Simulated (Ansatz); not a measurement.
# Crystal structures of tin under PBEsol

Method: Ansatz, DFT, PBEsol, plane waves (420 eV) with PAW, scalar-relativistic. (PAW data from PBE, frozen cores regenerated.)

Each structure is relaxed within its own symmetry, so a high-lying one may be dynamically unstable.

| structure | ΔE (meV/atom) | V (Å³/atom) | cell | magnetic state |
| --- | --- | --- | --- | --- |
| beta-Sn (white tin) | 0 | 26.93 | a = 5.853 Å, c = 3.144 Å (c/a = 0.537) | spin not included |
| hcp | 22 | 26.23 | a = 3.315 Å, c = 5.513 Å (c/a = 1.663) | spin not included |
| fcc | 25 | 26.55 | a = 4.736 Å | spin not included |
| dhcp | 26 | 26.35 | a = 3.326 Å, c = 10.998 Å (c/a = 3.306) | spin not included |
| omega (AlB2-type) | 26 | 26.33 | a = 5.310 Å, c = 3.235 Å (c/a = 0.609) | spin not included |
| alpha-Sn (diamond) | 28 | 35.03 | a = 6.544 Å | spin not included |
| bcc | 29 | 26.07 | a = 3.736 Å | spin not included |
| simple cubic | 43 | 27.79 | a = 3.029 Å | spin not included |
| A15 | 94 | 27.13 | a = 6.009 Å | spin not included |

ΔE counts from beta-Sn (white tin).

Differences under about 8 meV lie within the error of the k-point mesh.
